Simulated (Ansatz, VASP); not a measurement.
# One calculation of Ca2H3, two programs

```
Ca H
1.0
     3.78359    0.00000    0.00000
    -1.89180    3.27669    0.00000
     0.00000    0.00000    5.88665
Ca H
2 3
Direct
  0.33333 0.66667 0.24500
  0.66667 0.33333 0.75500
  0.00000 0.00000 0.00000
  0.33333 0.66667 0.64500
  0.66667 0.33333 0.35500
```

Alike in both runs: task relaxation of cell and atoms; functional PBE; k mesh 6 × 6 × 4; occupations gaussian, width 0.1 eV; no spin polarisation.

```csv
,VASP,Ansatz
version,VASP 6.6.1,Ansatz 0.2.0
potentials or method,"VASP PAW PBE potentials, release 64 (Ca_sv, H)","scalar-relativistic, plane waves, PAW"
plane-wave cutoff (eV),600,420
valence electrons in the cell,23,23
```

VASP gave:

```
gap on the k mesh at the Fermi level, each at its own relaxed structure (eV) : none
relaxed volume (Å³/atom)                                                     : 14.57
relaxed cell length with the largest relative difference (Å)                 : 5.891
energy change over the relaxation (meV/atom)                                 : -10
```

Question: Estimate Ansatz's values.

Answer: gap on the k mesh at the Fermi level, each at its own relaxed structure (eV): none; relaxed volume (Å³/atom): 14.58; relaxed cell length with the largest relative difference (Å): 5.881; energy change over the relaxation (meV/atom): -10.

A gap of «none» marks a metal or a gap that the smearing closes.
